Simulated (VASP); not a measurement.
# HfO2 (P4_2/nmc) in VASP: a series of runs, part 4 of 4

VASP 6.6.1. Earlier steps stand in the parts before.

### 6 Phonons, LDA

This run uses another cell than the first one, of 10.81 Å³/atom, 0.985 times its volume.

POSCAR reads:

```
HfO2
1.0
    3.5593624465      0.0000000000      0.0000000000
    0.0000000000      3.5593624465      0.0000000000
    0.0000000000      0.0000000000      5.1212215102
  Hf              O
     2     4
Direct
     0.5000000000000000    0.5000000000000000    0.5000000000000000
     1.0000000000000000    0.0000000000000000    0.0000000000000000
     1.0000000000000000    0.5000000000000000    0.7001597287494246
     0.5000000000000000    0.0000000000000000    0.7998402712505754
     0.5000000000000000    0.0000000000000000    0.2998402712505753
     1.0000000000000000    0.5000000000000000    0.2001597287494246
```

INCAR.step1 reads:

```
ALGO = Normal
EDIFF = 1E-8
EDIFFG = -0.002
ENCUT = 600
GGA = CA
IBRION = 2
ISIF = 3
ISMEAR = -1
KPAR = 8
LASPH = True
LCHARG = False
LREAL = False
LWAVE = False
NELM = 80
NSW = 40
PREC = Accurate
SIGMA = 0.05
```

INCAR.step2 reads:

```
ALGO = Normal
EDIFF = 1E-8
ENCUT = 600
GGA = CA
IBRION = 8
ISIF = 2
ISMEAR = -1
KPAR = 8
LASPH = True
LCHARG = False
LEPSILON = True
LREAL = False
LWAVE = False
NELM = 80
NSW = 1
PREC = Accurate
SIGMA = 0.05
```

KPOINTS reads:

```
k-points
0
Gamma
  6 6 4
```

Potentials or basis: VASP PAW LDA potentials, release 64 (Hf_pv, O).

Launch:

```
cat potpaw_LDA.64/Hf_pv/POTCAR potpaw_LDA.64/O/POTCAR > POTCAR
cp INCAR.step1 INCAR
mpirun -np 8 vasp_std > vasp.out
cp CONTCAR POSCAR
cp INCAR.step2 INCAR
mpirun -np 8 vasp_std > vasp.out
```

OUTCAR:

```text
EDIFF = 1E-8
   ENCUT = 600
   GGA = CA
   IBRION = 8
   ISIF = 2
   ISMEAR = -1
   LASPH = True
   LEPSILON = True
   LREAL = False
   NELM = 80
   NSW = 1
   PREC = Accurate

 ion  position               nearest neighbor table
   1  0.500  0.500  0.500-   3 2.05   5 2.05   5 2.05   3 2.05   4 2.31   4 2.31   6 2.31   6 2.31
                             2 3.55   2 3.55   2 3.55   2 3.55   2 3.55   2 3.55   2 3.55   2 3.55
   2  0.000  0.000  0.000-   4 2.05   6 2.05   6 2.05   4 2.05   3 2.31   5 2.31   3 2.31   5 2.31
                             1 3.55   1 3.55   1 3.55   1 3.55   1 3.55   1 3.55   1 3.55   1 3.55
   3  0.000  0.500  0.706-   1 2.05   1 2.05   2 2.31   2 2.31
[... 1235 lines left out ...]
      0.000000  1.761831  1.044894     0.163912   -0.103276    0.000000

--------------------------------------------------------------------------------------------------------

 MACROSCOPIC STATIC DIELECTRIC TENSOR IONIC CONTRIBUTION
 ------------------------------------------------------
          53.849203     0.000000     0.000000
           0.000000    53.849203    -0.000000
           0.000000    -0.000000    13.167531
 ------------------------------------------------------

 ELASTIC MODULI CONTR FROM IONIC RELAXATION (kBar)
 Direction    XX          YY          ZZ          XY          YZ          ZX
 --------------------------------------------------------------------------------
 XX        -800.6683    332.1316   -565.5804      0.0000      0.0000      0.0000
 YY         332.1316   -800.6683   -565.5804      0.0000      0.0000     -0.0000
 ZZ        -565.5804   -565.5804  -1365.4478      0.0000      0.0000     -0.0000
 XY           0.0000      0.0000      0.0000      0.0000      0.0000      0.0000
 YZ           0.0000      0.0000      0.0000      0.0000   -672.5582      0.0000
 ZX           0.0000     -0.0000     -0.0000      0.0000      0.0000   -687.4119
 --------------------------------------------------------------------------------

 PIEZOELECTRIC TENSOR IONIC CONTR  for field in x, y, z        (C/m^2)
          XX          YY          ZZ          XY          YZ          ZX
  --------------------------------------------------------------------------------
  x     0.00000    -0.00000    -0.00000     0.00000     0.00000     0.00000
  y     0.00000    -0.00000    -0.00000     0.00000     0.00000     0.00000
  z    -0.00000     0.00000    -0.00000     0.00000     0.00000     0.00000
```

OUTCAR.step1:

```text
EDIFF = 1E-8
   EDIFFG = -0.002
   ENCUT = 600
   GGA = CA
   IBRION = 2
   ISIF = 3
   ISMEAR = -1
   LASPH = True
   LREAL = False
[... 1132 lines left out ...]
  -------------------------------------------------------------------------------------
  Total        0.0079244      0.0079244     -0.0035922      0.0000000      0.0000000      0.0000000
  in kB        0.2016504      0.2016504     -0.0914085      0.0000000      0.0000000      0.0000000
  external PRESSURE =       0.1039641 kB  Pullay stress =       0.0000000 kB
[... 21 lines left out ...]
  FREE ENERGIE OF THE ION-ELECTRON SYSTEM (eV)
  ---------------------------------------------------
  free  energy   TOTEN  =       -66.2731663653 eV

  energy  without entropy=      -66.2731663652  energy(sigma->0) =      -66.27316637

 reached required accuracy - stopping structural energy minimisation
```

Wall time 6 min (8 MPI ranks of Intel Xeon Platinum 8259CL at 2.50GHz (Skylake/Cascade Lake), shared host); peak memory 0.57 GiB.

What came out:

| Item | Value |
| --- | --- |
| Relaxed volume | 10.49 Å³/atom |
| Relaxed cell | a = 3.524 Å, b = 3.524 Å, c = 5.071 Å, α = 90.00°, β = 90.00°, γ = 90.00° |
| Space group after relaxing (to 0.05 Å) | P4_2/nmc (No. 137) |
| Electronic dielectric tensor (diagonal) | 5.32, 5.32, 4.89 |
| Born charges (mean of the diagonal) | Hf +5.34; O -2.67 e |
| Highest phonon frequency at Γ, LO-TO splitting left out | 686 cm⁻¹ |

The path:
```tsv
step	energy change (eV)	largest force (eV/Å)	pressure (GPa)	volume (Å³)
1	0.0000	0.0010	-6.48	64.88
2	0.0602	0.3504	12.29	60.86
3	-0.0330	0.1234	-0.04	63.35
4	-0.0330	0.1260	0.08	63.32
5	-0.0353	0.0945	0.03	63.27
6	-0.0371	0.0361	-0.08	63.18
7	-0.0388	0.0253	-0.11	63.12
8	-0.0400	0.0095	-0.15	63.04
9	-0.0401	0.0044	-0.15	63.01
10	-0.0401	0.0060	0.16	62.93
11	-0.0401	0.0055	0.05	62.96
12	-0.0401	0.0024	0.01	62.96
13	-0.0401	0.0020	0.01	62.96
```

Final structure:
```cif
data_structure
_symmetry_space_group_name_H-M 'P 1'
_symmetry_Int_Tables_number 1
_cell_length_a 3.5237
_cell_length_b 3.5237
_cell_length_c 5.0710
_cell_angle_alpha 90.000
_cell_angle_beta 90.000
_cell_angle_gamma 90.000
_cell_volume 62.96
loop_
_atom_site_label
_atom_site_type_symbol
_atom_site_fract_x
_atom_site_fract_y
_atom_site_fract_z
_atom_site_occupancy
Hf1 Hf 0.50000 0.50000 0.50000 1
Hf2 Hf 0.00000 0.00000 0.00000 1
O1 O 0.00000 0.50000 0.70605 1
O2 O 0.50000 0.00000 0.79395 1
O3 O 0.50000 0.00000 0.29395 1
O4 O 0.00000 0.50000 0.20605 1
```

Phonon frequencies in cm⁻¹ (negative: imaginary):
```csv
q point,frequencies
"(0.000, 0.000, 0.000)",0 0 0 109 109 120 120 238 288 327 471 471 475 475 616 683 686 686
```

Electronic dielectric tensor:
```
5.32 0.00 0.00
0.00 5.32 0.00
0.00 0.00 4.89
```

Born effective charge tensors (e):
atom 1, Hf
```
5.53 0.00 0.00
0.00 5.53 0.00
0.00 0.00 4.95
```
atom 2, Hf
```
5.53 0.00 0.00
0.00 5.53 0.00
0.00 0.00 4.95
```
atom 3, O
```
-3.35  0.00  0.00
 0.00 -2.18  0.00
 0.00  0.00 -2.47
```
atom 4, O
```
-3.35  0.00  0.00
 0.00 -2.18  0.00
 0.00  0.00 -2.47
```
atom 5, O
```
-2.18  0.00  0.00
 0.00 -3.35  0.00
 0.00  0.00 -2.47
```
atom 6, O
```
-2.18  0.00  0.00
 0.00 -3.35  0.00
 0.00  0.00 -2.47
```

Spin-orbit coupling is left out, which matters for the levels of Hf.
